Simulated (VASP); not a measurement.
Set up this calculation in VASP 6.6.1, as the native input.

- Task: relaxation of cell and atoms
- Functional: LDA
- Potentials or basis: VASP PAW LDA potentials, release 64 (Ir)
- Cutoff: 600 eV
- k mesh: 16 × 16 × 16
- Occupations: methfessel-paxton, width 0.1 eV
- Spin: no spin polarisation
- Further INCAR settings: ALGO = Normal; EDIFF = 1e-07; IBRION = 2; EDIFFG = -0.005; NSW = 90; ISIF = 3

The structure of Ir lies in POSCAR:

```
Ir                                      
1.0
   -0.0000000000      1.9101327702      1.9101327702
    1.9101327702      0.0000000000      1.9101327702
    1.9101327702      1.9101327702     -0.0000000000
  Ir            
     1
Direct
     0.0000000000000000    0.0000000000000000    0.0000000000000000
```

These files were run (other wordings do the same):

INCAR

```
SYSTEM = Ir
PREC = Accurate
ENCUT = 600
EDIFF = 1E-7
ISMEAR = 1
SIGMA = 0.1
LREAL = .False.
LASPH = .True.
NELM = 80
ALGO = Normal
ISIF = 3
LWAVE = .False.
LCHARG = .False.
GGA = CA
IBRION = 2
NSW = 90
EDIFFG = -0.005
```

KPOINTS

```
Automatic mesh
0
Gamma
  16 16 16
  0 0 0
```

Potentials or basis: VASP PAW LDA potentials, release 64 (Ir).

Launch:

```sh
$ cat potpaw_LDA.64/Ir/POTCAR > POTCAR
$ mpirun -np 1 vasp_std > vasp.out
```

Results of the run:

```yaml
Relaxed_volume: 13.94 Å³/atom
Relaxed_cell: a = 2.701 Å, b = 2.701 Å, c = 2.701 Å, α = 60.00°, β = 60.00°, γ = 60.00°
Space_group_after_relaxing_to_0.05_Å: Fm-3m (No. 225)
Energy_gained_by_relaxing: 0.0 meV/atom
Ionic_steps: 3
Pressure_after_relaxing: 0.0 GPa
Band_gap_on_the_k_mesh: none (metal or under the smearing width)
```

Wall time 20 s on 1 thread of AMD EPYC 9R45 (Zen 5), on a shared host, peak memory 0.12 GiB.
